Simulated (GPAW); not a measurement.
Lu:

```xyz
2
Lattice="3.5031 0.0000 0.0000 -1.7515 3.0338 0.0000 0.0000 0.0000 5.5509" Properties=species:S:1:pos:R:3 pbc="T T T"
Lu    1.7516    1.0113    4.1632
Lu    0.0000    2.0225    1.3877
```

| Quantity | Value |
| --- | --- |
| Program | GPAW 26.7.0 |
| Task | relaxation of cell and atoms |
| Functional | PBE |
| Dispersion | D3(BJ) |
| Potentials or basis | GPAW PAW data sets (gpaw-data 1.2.1) |
| Cutoff | 800 eV |
| Basis | pw |
| k mesh | 5 × 5 × 3 |
| Occupations | fermi-dirac, width 0.05 eV |
| Spin | no spin polarisation |

At the start: pressure -2.1 GPa; volume 29.50 Å³/atom.

Q: Where does the relaxation end?

A: Over 6 steps the energy falls by 17.4 meV/atom and the volume is 28.02 Å³/atom (-5.0 %); space group P6_3/mmc (No. 194, to 0.05 Å).

Step by step:
```csv
step,energy change (eV),largest force (eV/Å),pressure (GPa),volume (Å³)
1,0.0000,0.0000,-2.14,58.99
2,-0.0071,0.0012,-1.83,58.50
3,-0.0288,0.0016,0.92,55.04
4,-0.0311,0.0010,0.24,55.76
5,-0.0322,0.0007,0.14,55.87
6,-0.0348,0.0004,-0.04,56.04
```

Final structure:
```
CELL_PARAMETERS angstrom
3.48291 0.00000 0.00000
-1.74146 3.01629 0.00000
0.00000 0.00000 5.33423
ATOMIC_POSITIONS crystal
Lu 0.66667 0.33333 0.74999
Lu 0.33333 0.66667 0.25001
```

Caveat: the k mesh is coarse (spacing up to 0.41 Å⁻¹), so the values aren't converged; one-centre terms of the f shell are cut off; later steps reuse the first step's grids; pairwise dispersion overbinds metals, which lowers pressure and volume.
